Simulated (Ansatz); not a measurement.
# TiSe (P6_3/mmc) in Ansatz: a series of runs

One crystal, TiSe, is run at these levels: PBEsol; tasks: elastic constants, density of states.

Everything below comes from runs of Ansatz 0.2.0. Logs are shortened: lines on timing, memory, paths and dates and some standing lists are left out, and cuts for length are marked.

## (1) The structure

The structure is hexagonal, space group P6_3/mmc (No. 194). Conventional cell: a = 3.559 Å, b = 3.559 Å, c = 6.220 Å, α = 90.00°, β = 90.00°, γ = 120.00°. Se (site symmetry -6m2) is surrounded by 6 Ti at 2.58 Å. Ti (site symmetry -3m) has 6 Se at 2.58 Å as nearest neighbours.

## (2) Elastic constants, PBEsol

File input.yaml:

```yaml
crystal:
  lattice:
    - [3.559, 0.0, 0.0]
    - [-1.7795, 3.0821844121, 0.0]
    - [0.0, 0.0, 6.22]
  atoms:
    - { symbol: Se, position: [0.6666666667, 0.3333333333, 0.75] }
    - { symbol: Se, position: [0.3333333333, 0.6666666667, 0.25] }
    - { symbol: Ti, position: [0.0, 0.0, 0.5] }
    - { symbol: Ti, position: [0.0, 0.0, 0.0] }
hamiltonian:
  xc: pbesol
  pseudopotentials: { kind: paw }
kpoints:
  mp_grid: { grid: [8, 8, 4] }
scf:
  occupations: { method: fermi_dirac, width: 0.05 }
output:
  forces: true
  stress: true
elastic:
  mode: relaxed_ion
  stencil: two_point
```

Potentials or basis: Ansatz PAW.

Command:

```console
$ ansatz run input.yaml --threads 2 --pin off --max-ram 5632MiB --backend cpu --events-out ev --progress --plain --runs-dir out
```

What it wrote:

```text
Warning: RAYON_NUM_THREADS=2 ignored (pool sized by the plan → 2); use --threads N
Engine: ansatz 0.2.0, aarch64-unknown-linux-gnu
Pseudopotentials: kind: paw
Pseudopotential: Se, paw, valence charge 16, recommended cutoff 420 eV (normal), Se.paw.azcp
Pseudopotential: Ti, paw, valence charge 12, recommended cutoff 420 eV (normal), Ti.paw.azcp
Functional definition: PBEsol
  exchange = pbesol_x
  correlation = pbesol_c
Crystal: 4 atoms, lattice volume = 68.230 Å³
Basis set: ecut = 420 eV, 1299 PW (Γ), exchange–correlation on 48×48×90 points (8 copies of the dense FFT grid, shifted against one another)
Bands: 34, of which v1, the nominal top of the filled ones, is band 28 counted from 1 (27 counted from 0)
Symmetry: 24 space group operations
Space group: P63/mmc (ITA 194), of the structure as read, at distance tolerance 4.1e-5 Å
k-points: 30 of 256
Non-local potential: Se, projectors of the file, l = 0: 2, l = 1: 2, l = 2: 3, l = 3: 1
Non-local potential: Ti, projectors of the file, l = 0: 3, l = 1: 2, l = 2: 3, l = 3: 1
PAW form: soft (Blöchl's): semilocal exchange-correlation on the pseudo side does not see the compensation charge
PAW frozen core: Se, regenerated for the run's functional, and the local potential with it (the file was generated under x = pbe(κ = 0.804, μ = 0.2195149727645171), c = pbe(β = 0.06672455060314922))
PAW frozen core: Ti, regenerated for the run's functional, and the local potential with it (the file was generated under x = pbe(κ = 0.804, μ = 0.2195149727645171), c = pbe(β = 0.06672455060314922))
PAW one-centre angular grid: Se, 590 points (default); XC on 64 Gauss nodes
PAW one-centre angular grid: Ti, 590 points (default); XC on 64 Gauss nodes
Initial density: superposition of atomic densities (neutral atoms: chi_scale 0, normalization atom), corrected by the library's trained network
Initial wavefunctions: pseudopotential atomic-orbital guess
Functional: x = pbesol(κ = 0.804, μ = 0.12345679012345678), c = pbesol(β = 0.046)
SCF iter   1: F=—  HF=-15800.797048 eV  |F-HF|=—  |Δ(HF+E_count)|=         —  Δρ=6.33e-3  dr2=2.48e-2  ethr=1.77e-3  ⟨swp⟩=5.6  Hψ=3849  notcnv=0
preconditioner: auto → Kerker (q_TF=auto, 2.640 Å⁻¹)  [metal: Δε(μ)=0.077 eV  Ē_g=7.317 eV  σ=0.050 eV  W_gap=0.33  n_scr=22 (ndim 8)  ℏωp=20.1 eV  f_vac=0.000  D(μ)=2.79/eV (n_scr^D=22)]
[... 288 lines left out ...]
  E_smearing   = -0.026084  (= −TS)
  E_closure    = 0.000000  (closes the sum)
  Σ components = -15800.789264   (vs F -15800.789264, Δ=0.00e0)
--- Forces (eV/Å), atoms counted from 1 ---
  atom   1  Se     0.00000000     0.00000000     0.00000000
  atom   2  Se     0.00000000    -0.00000000     0.00000000
  atom   3  Ti     0.00000000     0.00000000     0.00000000
  atom   4  Ti    -0.00000000    -0.00000000    -0.00000000
  max |Σ_I F_I| component: 1.05e-30 eV/Å
--- Stress (GPa, compression-positive) ---
       -3.913840       0.000000       0.000000
       -0.000000      -3.913840       0.000000
        0.000000       0.000000       5.711383
  P = ⅓ Tr σ = -0.7054 GPa (-7.054 kbar)
--- Band table (eV; the first three rows and the last of 30) ---
  k-point 0: bands = ["-42.5516", "-42.5306", "-34.3361", "-34.3361", "-34.3357", "-34.3357", "-34.3277", "-34.3273", "-34.3236", "-34.3236", "-34.3234", "-34.3234", "-19.0478", "-18.9599", "-18.9599", "-18.9351", "-18.9351", "-18.8093", "-1.2691", "0.1399", "6.9444", "10.3741", "10.3741", "12.2730", "12.6836", "12.9264", "12.9264", "14.1296", "14.1296", "14.1565", "14.1565", "15.7670", "15.7670", "16.9413"]
  k-point 1: bands = ["-42.5485", "-42.5337", "-34.3360", "-34.3360", "-34.3358", "-34.3358", "-34.3277", "-34.3274", "-34.3236", "-34.3236", "-34.3234", "-34.3234", "-19.0135", "-18.9563", "-18.9563", "-18.9387", "-18.9387", "-18.8448", "-1.1016", "-0.1207", "7.5220", "10.5817", "10.5817", "10.8076", "12.1245", "12.1245", "13.6232", "14.2850", "14.2850", "14.8616", "14.8616", "15.8094", "15.8094", "15.9751"]
  k-point 2: bands = ["-42.5411", "-42.5411", "-34.3359", "-34.3359", "-34.3359", "-34.3359", "-34.3275", "-34.3275", "-34.3235", "-34.3235", "-34.3235", "-34.3235", "-18.9475", "-18.9475", "-18.9475", "-18.9475", "-18.9297", "-18.9297", "-0.6546", "-0.6546", "8.9761", "8.9761", "11.1880", "11.1880", "11.1880", "11.1880", "14.6837", "14.6837", "14.6837", "14.6837", "14.7050", "14.7050", "16.9362", "16.9362"]
  k-point 29: bands = ["-42.5332", "-42.5332", "-34.3365", "-34.3365", "-34.3357", "-34.3357", "-34.3266", "-34.3266", "-34.3225", "-34.3225", "-34.3221", "-34.3221", "-19.0239", "-19.0239", "-18.9980", "-18.9980", "-18.9048", "-18.9048", "0.4096", "0.4096", "8.0983", "8.0983", "9.2317", "9.2317", "9.9409", "9.9409", "14.1855", "14.1855", "15.4602", "15.4602", "15.8751", "15.8751", "16.2801", "16.2801"]
--- Elastic constants: 3 strain directions × 2 members + reference (group order 24) ---
  dense FFT box of the reference and of every strained cell: 24×24×45
  strains applied: 11, 33, 23; error gains: componentwise 1.00 (the most a stress slope's error grows in a printed constant), spectral 1.41 (1 for all six strains in a standard setting)
  C = ∂σ_k/∂η_j (tension-positive GPa; Voigt order 11 22 33 23 13 12):
       141.703     56.396    115.234      0.000      0.000      0.000
        56.396    141.703    115.234      0.000      0.000     -0.000
       124.822    124.822    207.899      0.000      0.000     -0.000
         0.000      0.000      0.000    132.568      0.000      0.000
         0.000      0.000      0.000      0.000    132.568      0.000
        -0.000     -0.000     -0.000      0.000      0.000     42.653
  reference stress σ⁰ (GPa):      3.914      3.914     -5.711     -0.000     -0.000     -0.000
  C* (energy form; C + prestress term) asymmetry max|C*_kj − C*_jk| = 3.739e-2 GPa — a small one proves nothing (zero by symmetry where the batch's group is 432, −43m or m−3m); a large one is finite-difference/SCF noise where every solve meets its electron count
  moduli (Voigt/Reuss/Hill, GPa): K = 120.47/92.47/106.47   G = 74.55/41.53/58.04   E = 147.34   ν = 0.269
  mechanically stable: yes (min eigenvalue of sym C = 33.18 GPa)
  the stresses are not corrected for the forces that the relaxations left standing (`elastic.f_tol`)
  strain η (Voigt 11):  stress-route row diagonal C_11 = 141.70 GPa, energy-path curvature d²(F+E_count+ΔE)/dδ²/Ω₀ = 141.76 GPa
         δ    σ_11 (GPa)             F (eV)   n_scf  n_hpsi   n_pw
    -2.000e-3       3.6283      -15800.7924759      11   37863   1350   relax 3 steps, max|allowed force component| 3.39e-7 eV/Å
     2.000e-3       4.1951      -15800.7858094      11   37906   1356   relax 3 steps, max|allowed force component| 1.78e-7 eV/Å
  strain η (Voigt 33):  stress-route row diagonal C_33 = 207.90 GPa, energy-path curvature d²(F+E_count+ΔE)/dδ²/Ω₀ = 207.97 GPa
         δ    σ_33 (GPa)             F (eV)   n_scf  n_hpsi   n_pw
    -2.000e-3      -6.1281      -15800.7842205      10   20966   1350   relax 0 steps, max|allowed force component| 3.47e-18 eV/Å
     2.000e-3      -5.2965      -15800.7939496       7   15927   1358   relax 0 steps, max|allowed force component| 1.85e-17 eV/Å
  strain η (Voigt 23):  stress-route row diagonal C_44 = 132.57 GPa, energy-path curvature d²(F+E_count+ΔE)/dδ²/Ω₀ = 133.20 GPa
         δ    σ_23 (GPa)             F (eV)   n_scf  n_hpsi   n_pw
    -2.000e-3      -0.2651      -15800.7891501      12   46924   1354   relax 2 steps, max|allowed force component| 1.26e-6 eV/Å
     2.000e-3       0.2651      -15800.7891501      12   46898   1354   relax 2 steps, max|allowed force component| 1.26e-6 eV/Å
```

elastic.tsv:

```text
[... 16 lines left out ...]
6	-1.9740360321e-16	-1.9703611164e-16	-6.4975589386e-48	0.0000000000e0	0.0000000000e0	4.2653426107e1	-2.9004805054e-16	-2.8968055896e-16	-9.2644447322e-17	0.0000000000e0	0.0000000000e0	4.2653426107e1	-3.3451766537e-23	3.6798976202e-22	1.9259299444e-34	0.0000000000e0	0.0000000000e0	-3.9207136018e-3
```

elastic_members.tsv:

```text
# convention: tension-positive GPa; Voigt order 11 22 33 23 13 12; engineering shear strains; stresses and constants hold the Pulay correction, whose part of sigma0, of c and of each member's stress the lines and columns named pulay_correction_..._gpa give (of c_energy it is that of c and, on the columns of strains 1 to 3, that of sigma0; of a layer's constants it is that of c in the plane, times a tenth of its plane spacing in ang); where a line pulay_correction_withheld stands none holds it
[... 13 lines left out ...]
3	2.0000000000e-3	3.9131430955e0	3.9128525516e0	-5.7122013461e0	2.6513535631e-1	-0.0000000000e0	-0.0000000000e0	-1.5800789150e4	-1.5800776107e4	12	46898	1354	2	1.2569157412e-6	0.0000000000e0	-1.8244351295e-2	-1.8220665200e-2	-1.8836493189e-2	-3.4454559928e-5	-0.0000000000e0	-0.0000000000e0	2.6263648062e-8	0.0000000000e0
```

Wall time 93 s (2 threads of Arm Neoverse V1, shared host); peak memory 0.48 GiB.

What came out:

```
Free energy            : -15800.7893 eV
Pressure               : -0.7 GPa
Band gap on the k mesh : none (metal or under the smearing width)
Voigt bulk modulus     : 120 GPa
```

Stress tensor (GPa, compression positive):
```
-3.91  0.00  0.00
 0.00 -3.91  0.00
 0.00  0.00  5.71
```

Levels at points of the mesh, in eV from the Fermi level:
```csv
k point,band 24,band 25,band 26,band 27,band 28,band 29,band 30,band 31,band 32,band 33
"(0.00, 0.00, 0.00)",-2.31,-1.90,-1.66,-1.66,-0.46,-0.46,-0.43,-0.43,1.18,1.18
"(0.00, 0.00, -0.50)",-3.40,-3.40,-3.40,0.10,0.10,0.10,0.10,0.12,0.12,2.35
"(0.00, -0.50, 0.00)",-4.91,-4.47,-3.38,-2.05,-0.29,0.69,1.10,1.29,1.43,1.91
"(0.00, -0.50, -0.50)",-4.59,-3.99,-3.99,-1.05,-1.05,1.23,1.23,1.44,1.44,2.03
```

Elastic tensor in Voigt notation (GPa, in the Cartesian axes of the cell as first typed):
```
142  56 115   0   0   0
 56 142 115   0   0   0
125 125 208   0   0   0
  0   0   0 133   0   0
  0   0   0   0 133   0
  0   0   0   0   0  43
```

Caveat: elastic constants of metals need much finer meshes, so these are rough; the PAW data sets come from PBE, with cores solved anew for the run's functional, which leaves a small shift of forces and pressure.

## (3) Density of states, PBEsol

input.yaml: that of step 2 with these lines changed.

```diff
@@ -17,2 +17,3 @@
   occupations: { method: fermi_dirac, width: 0.05 }
+  n_extra_bands: 10
 output:
@@ -20,4 +21,7 @@
   stress: true
-elastic:
-  mode: relaxed_ion
-  stencil: two_point
+  eigenvalues: true
+  dos: { projected: false, de: 0.05, nscf_kmesh: { grid: [12, 12, 6] } }
+  write_density: true
+  write_potential: true
+  elf: true
+  volumetric_format: npy
```

Potentials or basis: Ansatz PAW.

Command:

```console
$ ansatz run input.yaml --threads 2 --pin off --max-ram 5632MiB --backend cpu --events-out ev --progress --plain --runs-dir out
```

It took 5.7 s on 2 threads of Arm Neoverse V1, shared host; peak memory 0.4 GiB.

It converged, with:

- Free energy: -15800.7893 eV
- Pressure: -0.7 GPa
- Band gap on the k mesh: none (metal or under the smearing width)
- Density of states at the Fermi level: 4.05 states/eV per cell

Stress tensor (GPa, compression positive):
```
-3.91  0.00  0.00
 0.00 -3.91  0.00
 0.00  0.00  5.71
```

Levels at points of the mesh, in eV from the Fermi level:
```tsv
k point	band 26	band 27	band 28	band 29	band 30	band 31
(0.00, 0.00, 0.00)	-1.66	-1.66	-0.46	-0.46	-0.43	-0.43
(0.00, 0.00, -0.50)	-3.40	0.10	0.10	0.10	0.10	0.12
(0.00, -0.50, 0.00)	-3.38	-2.05	-0.29	0.69	1.10	1.29
(0.00, -0.50, -0.50)	-3.99	-1.05	-1.05	1.23	1.23	1.44
```

States per cell in windows of 0.5 eV (zero at the Fermi level; states under -8 eV left out):
| from (eV) | total |
| --- | --- |
| -8.0 | 0.01 |
| -7.5 | 0.40 |
| -7.0 | 1.39 |
| -6.5 | 1.41 |
| -6.0 | 0.59 |
| -5.5 | 1.19 |
| -5.0 | 2.68 |
| -4.5 | 2.42 |
| -4.0 | 1.19 |
| -3.5 | 0.50 |
| -3.0 | 0.18 |
| -2.5 | 0.05 |
| -2.0 | 0.32 |
| -1.5 | 0.78 |
| -1.0 | 1.17 |
| -0.5 | 1.87 |
| 0.0 | 1.94 |
| 0.5 | 2.35 |
| 1.0 | 3.74 |
| 1.5 | 2.28 |
| 2.0 | 1.72 |
| 2.5 | 1.83 |
| 3.0 | 1.83 |
| 3.5 | 0.37 |
| 4.0 | 0.41 |
| 4.5 | 0.81 |
| 5.0 | 0.90 |
| 5.5 | 1.06 |
| 6.0 | 0.55 |
| 6.5 | 0.05 |
| 7.0 | 0.01 |
| 7.5 | 0.00 |

Caveat: the PAW data sets come from PBE, with cores solved anew for the run's functional, which leaves a small shift of forces and pressure.
